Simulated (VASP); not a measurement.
# KF (Carobbiite): cell size and functional, part 2 of 2

Aim: relax KF (Carobbiite) at several levels of theory and compare the cells. The starting structure is a measured crystal structure from the Crystallography Open Database. The first relaxation on each setting starts from this cell expanded by 3 % in volume.

VASP 6.6.1.

Results so far: PBEsol 18.73 Å³ an atom; LDA 17.28 Å³ an atom; PBE 19.94 Å³ an atom; PBEsol + D3(BJ) 17.94 Å³ an atom.

### Step 6. Relaxation with r2SCAN

Level of this step: r2SCAN; plane waves and PAW (K_sv, F) (VASP).

r2SCAN adds the kinetic-energy density, costs more than a GGA and is run with LASPH. This run starts from the cell of an earlier relaxation, which isn't shown; the restart sets up the plane waves anew.

INCAR

```
SYSTEM = KF
PREC = Accurate
ENCUT = 520
EDIFF = 1E-06
NELM = 100
ISMEAR = 0
SIGMA = 0.03
LREAL = .FALSE.
ALGO = Normal
METAGGA = R2SCAN
LASPH = .TRUE.
NBANDS = 14
LORBIT = 11
LWAVE = .FALSE.
LCHARG = .FALSE.
KPAR = 4
IBRION = 2
NSW = 50
ISIF = 3
EDIFFG = -0.006
```

POSCAR

```
KF
1.0
    0.0000000000      2.6589752626      2.6589752626
    2.6589752626      0.0000000000      2.6589752626
    2.6589752626      2.6589752626      0.0000000000
K F
1 1
Direct
    0.0000000000      0.0000000000      0.0000000000
    0.5000000000      0.5000000000      0.5000000000
```

KPOINTS

```
Automatic mesh
0
Gamma
8 8 8
0 0 0
```

PAW data sets: K_sv and F (PBE family, release 64).

The run is started by

```
$ mpirun -np 4 vasp_std
```

Log:

```text
[banner, memory and clock lines left out]
running    4 mpi-ranks, on    1 nodes
[...]
[... a notice as in an earlier step ...]

 LDA part: xc-table for (None), standard interpolation
 POSCAR, INCAR and KPOINTS ok, starting setup
[...]
entering main loop
       N       E                     dE             d eps       ncg     rms          rms(c)
DAV:   1     0.104846299152E+03    0.10485E+03   -0.83439E+03   812   0.112E+03
DAV:   2    -0.158507861523E+02   -0.12070E+03   -0.10922E+03  1078   0.311E+02
DAV:   3    -0.207210025843E+02   -0.48702E+01   -0.48378E+01  1026   0.554E+01
DAV:   4    -0.208804028306E+02   -0.15940E+00   -0.15936E+00  1114   0.921E+00
[...]
DAV:  12    -0.149729179463E+02    0.37035E-04   -0.15250E-04   944   0.101E-01    0.599E-03
DAV:  13    -0.149729162715E+02    0.16748E-05   -0.39231E-06  1018   0.169E-02    0.102E-03
DAV:  14    -0.149729162697E+02    0.17969E-08   -0.56588E-08   502   0.242E-03
   1 F= -.14972916E+02 E0= -.14972916E+02  d E =-.149729E+02
[...]
reached required accuracy - stopping structural energy minimisation
```

The job ended after 17 s (4 MPI ranks of Intel Xeon 6975P-C (Granite Rapids), shared host; peak memory 0.62 GiB).

OUTCAR, selected parts (step 6):

```text
  Total       -0.0043626     -0.0043626     -0.0043626     -0.0000000      0.0000000     -0.0000000
  in kB       -0.1859019     -0.1859019     -0.1859019     -0.0000000      0.0000000     -0.0000000
  external PRESSURE =      -0.1859019 kB  Pullay stress =       0.0000000 kB

 POSITION                                       TOTAL-FORCE (eV/Angst)
 -----------------------------------------------------------------------------------
      0.00000      0.00000      0.00000         0.000000      0.000000     -0.000000
      2.65898      2.65898      2.65898        -0.000000     -0.000000      0.000000
 -----------------------------------------------------------------------------------
    total drift:                                0.000000      0.000000      0.000000

  FREE ENERGIE OF THE ION-ELECTRON SYSTEM (eV)
  ---------------------------------------------------
  free  energy   TOTEN  =       -14.9729162697 eV

  energy  without entropy=      -14.9729162697  energy(sigma->0) =      -14.97291627

[... 2 parts as in an earlier step ...]

[... 2 further parts left out ...]
[key lines of the parts left out:]
E-fermi :  -3.1099
```

With r2SCAN the relaxed cell holds 18.799 Å³ an atom, -1.44 % against the measured cell, with a = 5.318 Å. That is +0.38 % from PBEsol.

### Step 7. Relaxation with r2SCAN + rVV10

rVV10 adds a nonlocal correlation energy for dispersion. This run starts from the cell of an earlier relaxation, which isn't shown; the restart sets up the plane waves anew.

Edit INCAR of step 6 so:

```diff
@@ -10,2 +10,6 @@
 METAGGA = R2SCAN
+LUSE_VDW = .TRUE.
+IVDW_NL = 2
+BPARAM = 11.95
+CPARAM = 0.0093
 LASPH = .TRUE.
```

POSCAR

```
KF
1.0
    0.0000000000      2.6407946295      2.6407946295
    2.6407946295      0.0000000000      2.6407946295
    2.6407946295      2.6407946295      0.0000000000
K F
1 1
Direct
    0.0000000000      0.0000000000      0.0000000000
    0.5000000000      0.5000000000      0.5000000000
```

KPOINTS is that of step 6.

The run is started by

```
$ mpirun -np 4 vasp_std
```

Log:

```text
[banner, memory and clock lines left out]
running    4 mpi-ranks, on    1 nodes
[...]
|                                                                             |
|               ----> ADVICE to this user running VASP <----                  |
|                                                                             |
|     You have switched on vdW-DFT.                                           |
|     This routine was written and supplied by Jiri Klimes. We recommend      |
|     that you carefully read and cite the following publications:            |
|       J. Klimes, D.R. Bowler, A. Michelides                                 |
|          J. Phys.: Cond Matt. 22 022201 (2010)                              |
|       J. Klimes, D.R. Bowler, A. Michelides                                 |
|          Phys. Rev. B. 83, 195131 (2011)                                    |
|     and references therein.                                                 |
|                                                                             |

[...]
DAV:  12    -0.144395871527E+02    0.26095E-04   -0.11657E-04   926   0.912E-02    0.680E-03
Total rVV10 correction in eV:      0.5300071    16.0010663
Total rVV10 correction in eV:      0.5300071    16.0010663
Total rVV10 correction in eV:      0.5300071    16.0010663
Total rVV10 correction in eV:      0.5300071    16.0010663
DAV:  13    -0.144395854596E+02    0.16931E-05   -0.42591E-06  1036   0.173E-02    0.999E-04
Total rVV10 correction in eV:      0.5300121    16.0010663
Total rVV10 correction in eV:      0.5300121    16.0010663
Total rVV10 correction in eV:      0.5300121    16.0010663
Total rVV10 correction in eV:      0.5300121    16.0010663
DAV:  14    -0.144395854881E+02   -0.28479E-07   -0.61046E-08   532   0.260E-03
Total rVV10 correction in eV:      0.5300220    16.0010663
Total rVV10 correction in eV:      0.5300220    16.0010663
Total rVV10 correction in eV:      0.5300220    16.0010663
Total rVV10 correction in eV:      0.5300220    16.0010663
Total rVV10 correction in eV:      0.5300192    16.0010663
Total rVV10 correction in eV:      0.5300192    16.0010663
Total rVV10 correction in eV:      0.5300192    16.0010663
Total rVV10 correction in eV:      0.5300192    16.0010663
   1 F= -.14439585E+02 E0= -.14439585E+02  d E =-.144396E+02
[...]
reached required accuracy - stopping structural energy minimisation
```

Wall time 38 s (4 MPI ranks); peak memory 1 GiB; 2.5 min of CPU time.

From OUTCAR (step 7):

```text
  Total       -0.0058777     -0.0058777     -0.0058777      0.0000000      0.0000000      0.0000000
  in kB       -0.2556707     -0.2556707     -0.2556707      0.0000000      0.0000000      0.0000000
  external PRESSURE =      -0.2556707 kB  Pullay stress =       0.0000000 kB

 POSITION                                       TOTAL-FORCE (eV/Angst)
 -----------------------------------------------------------------------------------
      0.00000      0.00000      0.00000        -0.000000      0.000000     -0.000000
      2.64079      2.64079      2.64079         0.000000     -0.000000      0.000000
 -----------------------------------------------------------------------------------
    total drift:                                0.000000      0.000000      0.000000

  FREE ENERGIE OF THE ION-ELECTRON SYSTEM (eV)
  ---------------------------------------------------
  free  energy   TOTEN  =       -14.4395854881 eV

  energy  without entropy=      -14.4395854881  energy(sigma->0) =      -14.43958549

[... 2 parts as in an earlier step ...]

[... 2 further parts left out ...]
[key lines of the parts left out:]
E-fermi :  -3.0825
```

With r2SCAN + rVV10 the relaxed cell holds 18.416 Å³ an atom, -3.45 % against the measured cell, with a = 5.282 Å. That is -1.66 % from PBEsol.

### Step 8. Relaxation with optB86b-vdW

optB86b-vdW pairs nonlocal correlation with a less repulsive exchange of B86b form. This run starts from the cell of an earlier relaxation, which isn't shown; the restart sets up the plane waves anew.

Edit INCAR of step 7 so:

```diff
@@ -9,7 +9,7 @@
 ALGO = Normal
-METAGGA = R2SCAN
+GGA = MK
+AGGAC = 0
 LUSE_VDW = .TRUE.
-IVDW_NL = 2
-BPARAM = 11.95
-CPARAM = 0.0093
+PARAM1 = 0.1234
+PARAM2 = 1
 LASPH = .TRUE.
```

POSCAR

```
KF
1.0
    0.0000000000      2.6651235604      2.6651235604
    2.6651235604      0.0000000000      2.6651235604
    2.6651235604      2.6651235604      0.0000000000
K F
1 1
Direct
    0.0000000000      0.0000000000      0.0000000000
    0.5000000000      0.5000000000      0.5000000000
```

KPOINTS is that of step 7.

The run is started by

```
$ mpirun -np 4 vasp_std
```

Log:

```text
[banner, memory and clock lines left out]
running    4 mpi-ranks, on    1 nodes
[...]
[... a notice as in an earlier step ...]

 [... a notice as in an earlier step ...]

 LDA part: xc-table for (Slater+PW92), standard interpolation
 POSCAR, INCAR and KPOINTS ok, starting setup
[...]
entering main loop
       N       E                     dE             d eps       ncg     rms          rms(c)
DAV:   1     0.115211866358E+03    0.11521E+03   -0.82481E+03   812   0.111E+03
DAV:   2    -0.542577578169E+00   -0.11575E+03   -0.10691E+03  1076   0.297E+02
DAV:   3    -0.542565575308E+01   -0.48831E+01   -0.48520E+01  1012   0.545E+01
DAV:   4    -0.558748847734E+01   -0.16183E+00   -0.16179E+00  1144   0.903E+00
[...]
DAV:  11    -0.434187629970E+01   -0.15199E-03   -0.15723E-04   842   0.103E-01    0.198E-02
DAV:  12    -0.434186549146E+01    0.10808E-04   -0.31749E-05   956   0.490E-02    0.470E-03
DAV:  13    -0.434186569093E+01   -0.19947E-06   -0.32453E-06   910   0.165E-02
   1 F= -.43418657E+01 E0= -.43418657E+01  d E =-.434187E+01
[...]
N       E                     dE             d eps       ncg     rms          rms(c)
DAV:   1    -0.434204075793E+01   -0.17527E-03   -0.31637E-03   986   0.568E-01    0.999E-02
DAV:   2    -0.434188878389E+01    0.15197E-03   -0.56568E-04   938   0.215E-01    0.258E-02
DAV:   3    -0.434187165309E+01    0.17131E-04   -0.30999E-05  1280   0.534E-02    0.184E-02
DAV:   4    -0.434186976671E+01    0.18864E-05   -0.84987E-06  1498   0.211E-02    0.152E-02
DAV:   5    -0.434187110908E+01   -0.13424E-05   -0.61395E-07   772   0.507E-03    0.174E-03
DAV:   6    -0.434187136874E+01   -0.25966E-06   -0.40639E-07   500   0.466E-03
   2 F= -.43418714E+01 E0= -.43418714E+01  d E =-.567781E-05
 trial-energy change:   -0.000006  1 .order   -0.000009   -0.000015   -0.000002
 step:   1.1726(harm=  1.1726)  dis= 0.00000  next Energy=    -4.341875 (dE=-0.889E-05)
 reached required accuracy - stopping structural energy minimisation
```

The job ended after 54 s (4 MPI ranks; peak memory 1.3 GiB; 3.5 min of CPU time).

OUTCAR, selected parts (step 8):

```text
  Total       -0.0021308     -0.0021308     -0.0021308      0.0000000      0.0000000     -0.0000000
  in kB       -0.0902653     -0.0902653     -0.0902653      0.0000000      0.0000000     -0.0000000
  external PRESSURE =      -0.0902653 kB  Pullay stress =       0.0000000 kB

 POSITION                                       TOTAL-FORCE (eV/Angst)
 -----------------------------------------------------------------------------------
      2.66419      2.66419      5.32839         0.000000      0.000000      0.000000
      2.66419      2.66419      2.66419        -0.000000     -0.000000     -0.000000
 -----------------------------------------------------------------------------------
    total drift:                                0.000000      0.000000      0.000000

  FREE ENERGIE OF THE ION-ELECTRON SYSTEM (eV)
  ---------------------------------------------------
  free  energy   TOTEN  =        -4.3418713687 eV

  energy  without entropy=       -4.3418713687  energy(sigma->0) =       -4.34187137

[... 2 parts as in an earlier step ...]

[... 2 further parts left out ...]
[key lines of the parts left out:]
E-fermi :  -2.7484
```

With optB86b-vdW the relaxed cell holds 18.910 Å³ an atom, -0.86 % against the measured cell, with a = 5.328 Å. That is +0.97 % from PBEsol.

### Step 9. Relaxation with TPSS

TPSS is an older meta-GGA.

Edit INCAR of step 8 so:

```diff
@@ -9,7 +9,3 @@
 ALGO = Normal
-GGA = MK
-AGGAC = 0
-LUSE_VDW = .TRUE.
-PARAM1 = 0.1234
-PARAM2 = 1
+METAGGA = TPSS
 LASPH = .TRUE.
```

POSCAR

```
KF
1.0
    0.0000000000      2.6983056809      2.6983056809
    2.6983056809      0.0000000000      2.6983056809
    2.6983056809      2.6983056809      0.0000000000
K F
1 1
Direct
    0.0000000000      0.0000000000      0.0000000000
    0.5000000000      0.5000000000      0.5000000000
```

KPOINTS is that of step 8.

The run is started by

```
$ mpirun -np 4 vasp_std
```

Log:

```text
[... set-up lines as in an earlier step ...]
 entering main loop
       N       E                     dE             d eps       ncg     rms          rms(c)
DAV:   1     0.129320149246E+03    0.12932E+03   -0.89230E+03   812   0.130E+03
DAV:   2     0.548017754331E+01   -0.12384E+03   -0.10992E+03  1178   0.339E+02
DAV:   3    -0.139070962147E+01   -0.68709E+01   -0.68125E+01  1040   0.736E+01
DAV:   4    -0.167558737298E+01   -0.28488E+00   -0.28457E+00  1164   0.151E+01
[...]
DAV:  14    -0.172917228830E+02   -0.13890E-04   -0.29316E-05   968   0.498E-02    0.280E-02
DAV:  15    -0.172917271863E+02   -0.43033E-05   -0.14172E-05   854   0.333E-02    0.989E-04
DAV:  16    -0.172917277796E+02   -0.59330E-06   -0.67393E-07   706   0.748E-03
   1 F= -.17291728E+02 E0= -.17291728E+02  d E =-.172917E+02
[...]
N       E                     dE             d eps       ncg     rms          rms(c)
DAV:   1    -0.172966911068E+02   -0.49639E-02   -0.92570E-02  1016   0.304E+00    0.540E-01
[...]
DAV:   6    -0.172920421253E+02    0.40152E-05   -0.62373E-06  1368   0.189E-02    0.209E-03
DAV:   7    -0.172920418386E+02    0.28672E-06   -0.33226E-07   658   0.579E-03
   2 F= -.17292042E+02 E0= -.17292042E+02  d E =-.314059E-03
 trial-energy change:   -0.000314  1 .order   -0.000310   -0.000423   -0.000197
 step:   1.7273(harm=  1.8717)  dis= 0.00000  next Energy=   -17.292115 (dE=-0.387E-03)
[...]
N       E                     dE             d eps       ncg     rms          rms(c)
DAV:   1    -0.172945641961E+02   -0.25221E-02   -0.48741E-02  1016   0.221E+00    0.392E-01
DAV:   2    -0.172923124891E+02    0.22517E-02   -0.88007E-03   962   0.829E-01    0.975E-02
DAV:   3    -0.172921484077E+02    0.16408E-03   -0.40883E-04  1424   0.191E-01    0.708E-02
DAV:   4    -0.172921219520E+02    0.26456E-04   -0.13360E-04  1456   0.780E-02    0.599E-02
DAV:   5    -0.172921211194E+02    0.83257E-06   -0.20803E-05  1368   0.312E-02    0.112E-02
DAV:   6    -0.172921179113E+02    0.32081E-05   -0.32980E-06  1330   0.137E-02    0.151E-03
DAV:   7    -0.172921176623E+02    0.24900E-06   -0.18816E-07   634   0.429E-03
   3 F= -.17292118E+02 E0= -.17292118E+02  d E =-.389883E-03
[...]
reached required accuracy - stopping structural energy minimisation
```

It took 46 s on 4 MPI ranks; peak memory 0.65 GiB.

Parts of OUTCAR (step 9):

```text
  Total        0.0035913      0.0035913      0.0035913      0.0000000     -0.0000000      0.0000000
  in kB        0.1450514      0.1450514      0.1450514      0.0000000     -0.0000000      0.0000000
  external PRESSURE =       0.1450514 kB  Pullay stress =       0.0000000 kB

 POSITION                                       TOTAL-FORCE (eV/Angst)
 -----------------------------------------------------------------------------------
      0.00000      0.00000      0.00000        -0.000000      0.000000      0.000000
      2.70690      2.70690      2.70690         0.000000     -0.000000     -0.000000
 -----------------------------------------------------------------------------------
    total drift:                                0.000000      0.000000      0.000000

  FREE ENERGIE OF THE ION-ELECTRON SYSTEM (eV)
  ---------------------------------------------------
  free  energy   TOTEN  =       -17.2921176623 eV

  energy  without entropy=      -17.2921176623  energy(sigma->0) =      -17.29211766

[... 2 parts as in an earlier step ...]

[... 2 further parts left out ...]
[key lines of the parts left out:]
E-fermi :  -2.7731
```

With TPSS the relaxed cell holds 19.834 Å³ an atom, +3.99 % against the measured cell, with a = 5.414 Å. That is +5.91 % from PBEsol.

### Step 10. All runs side by side

| level | volume (Å³/atom) | against the measured cell (%) | a (Å) | pressure left (GPa) | core minutes |
| --- | --- | --- | --- | --- | --- |
| PBEsol | 18.728 | -1.81 | 5.3112 | -0.04 | 1.04 |
| LDA | 17.283 | -9.39 | 5.171 | 0.02 | 0.947 |
| PBE | 19.939 | 4.54 | 5.4233 | -0.03 | 0.587 |
| PBEsol + D3(BJ) | 17.944 | -5.92 | 5.236 | -0.05 | 1.32 |
| r2SCAN | 18.799 | -1.44 | 5.318 | -0.02 | 5.16 |
| r2SCAN + rVV10 | 18.416 | -3.45 | 5.2816 | -0.03 | 9.47 |
| optB86b-vdW | 18.91 | -0.86 | 5.3284 | -0.01 | 9.27 |
| TPSS | 19.834 | 3.99 | 5.4138 | 0.01 | 3.07 |

Core minutes are wall time times ranks, summed over the relaxations behind a row (those for a bulk modulus apart), on shared hosts.

### Step 11. Results

| Quantity | Value |
| --- | --- |
| volume, PBEsol | 18.73 Å³/atom |
| volume, LDA | 17.28 Å³/atom |
| volume, PBE | 19.94 Å³/atom |
| volume, PBEsol + D3(BJ) | 17.94 Å³/atom |
| volume, r2SCAN | 18.80 Å³/atom |
| volume, r2SCAN + rVV10 | 18.42 Å³/atom |
| volume, optB86b-vdW | 18.91 Å³/atom |
| volume, TPSS | 19.83 Å³/atom |

**Reading.** Across 8 levels the volume of KF (Carobbiite) spans 15.4 %, from 17.28 Å³ an atom (LDA) to 19.94 Å³ (PBE). Against the measured volume of the starting structure, optB86b-vdW comes nearest (-0.9 %) and LDA lies farthest (-9.4 %). The measured cell holds zero-point expansion and, unless it was taken cold, thermal expansion, which the runs lack, so small differences decide nothing. Adding D3(BJ) to PBEsol changes the volume by -4.2 %. Adding rVV10 to r2SCAN changes the volume by -2.0 %. LASPH is on in some of these runs and off in others, which adds a little to the differences. All runs keep the symmetry of the start, so they can't find a distortion of lower symmetry. Further runs on this material are not shown.

[Lines on the potential files, build, host, timing and source positions are cut from VASP's logs without a mark.]

[Logs are printed without paths, hosts, clocks, repeated set-up lines and the standing remarks that a program may print on its own settings, such as how far it seeks lower states.]

[Hosts, paths, dates, database ids (printed as entryN), source tags and the programs' standing remarks are cut or masked in the printed files.]
